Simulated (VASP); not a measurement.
Here is the system:

```xyz
2
Lattice="0.0000 3.0842 3.0842 3.0842 0.0000 3.0842 3.0842 3.0842 0.0000" Properties=species:S:1:pos:R:3 pbc="T T T"
Al     0.0000     0.0000     0.0000
Sb     1.5421     1.5421     1.5421
```

Method: PBEsol GGA, VASP's PBE PAW potentials (set 64) (plane waves; VASP). Run with 400 eV cut-off, 10×10×10 Γ-centred mesh, Gaussian smearing of 0.010 eV, potentials Al Sb.

Unless said otherwise, spin-orbit coupling is left out, though it shifts the bands of the heavy elements here.

Question: Estimate the energy per atom (σ→0), band gap (on the k-mesh) with the smallest direct gap where there is one.

Answer: 
```yaml
band gap (on the k-mesh): 1.14 eV
smallest direct gap (on the k-mesh): 1.45 eV
energy per atom (σ→0): -4435 meV/atom
```

Total energies compare only between runs with the same potentials, cut-off and functional.

The compound is AlSb in the zinc blende structure. It was relaxed first.
